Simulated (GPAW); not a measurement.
Hf: density of states with r2SCAN+U

The system is Hf.

```
CELL_PARAMETERS angstrom
0.00000 2.22000 2.22000
2.22000 0.00000 2.22000
2.22000 2.22000 0.00000
ATOMIC_POSITIONS crystal
Hf 0.00000 0.00000 0.00000
```

This isn't the form of Hf at room conditions, which is hcp.

| Property | Result |
| --- | --- |
| Program | GPAW 26.7.0 |
| Task | density of states |
| Functional | r2SCAN |
| Potentials or basis | GPAW PAW data sets (gpaw-data 1.2.1) |
| Cutoff | 600 eV |
| Basis | pw |
| k mesh | 10 × 10 × 10 |
| Occupations | fermi-dirac, width 0.05 eV |
| Spin | no spin polarisation |
| Hubbard terms | Hf d U = 1 eV |
| U projector left unscaled | no |
| Maxiter | 150 |
| k mesh for the DOS | 15 × 15 × 15 |
| Dos width | 0.1 eV |

| Item | Value |
| --- | --- |
| Pressure | 7.6 GPa |
| Band gap on the k mesh | none (metal or under the smearing width) |
| Density of states at the Fermi level | 1.23 states/eV per cell |

Levels at points of the mesh, in eV from the Fermi level:
```tsv
k point	band 3	band 4	band 5	band 6	band 7	band 8	band 9	band 10
(0.00, 0.00, 0.00)	-31.33	-31.33	-7.71	1.70	1.70	1.70	4.95	4.95
(0.50, 0.50, 0.00)	-31.65	-31.65	-3.33	-2.20	2.43	7.20	7.56	7.56
(0.50, 0.50, 0.50)	-31.45	-31.45	-3.81	0.32	1.56	1.56	7.02	7.02
```

States per cell in windows of 0.5 eV (zero at the Fermi level; states under -8 eV left out):
| from (eV) | total |
| --- | --- |
| -8.0 | 0.01 |
| -7.5 | 0.03 |
| -7.0 | 0.04 |
| -6.5 | 0.04 |
| -6.0 | 0.08 |
| -5.5 | 0.09 |
| -5.0 | 0.09 |
| -4.5 | 0.17 |
| -4.0 | 0.22 |
| -3.5 | 0.34 |
| -3.0 | 0.38 |
| -2.5 | 0.32 |
| -2.0 | 0.43 |
| -1.5 | 0.54 |
| -1.0 | 0.53 |
| -0.5 | 0.68 |
| 0.0 | 0.61 |
| 0.5 | 0.52 |
| 1.0 | 0.44 |
| 1.5 | 0.42 |
| 2.0 | 0.51 |
| 2.5 | 0.36 |
| 3.0 | 0.51 |
| 3.5 | 0.49 |
| 4.0 | 0.32 |
| 4.5 | 0.42 |

It took 60 s on 1 thread of Arm Neoverse V2, with other jobs on the host, peak memory 0.31 GiB.

Caveat: the PAW data sets were made with another functional, which shifts forces and pressure a little; U without spin polarisation on a metal has little footing; the U is typed as a test and isn't derived for this compound. The run has no spin-orbit coupling, so splittings on Hf are missing.
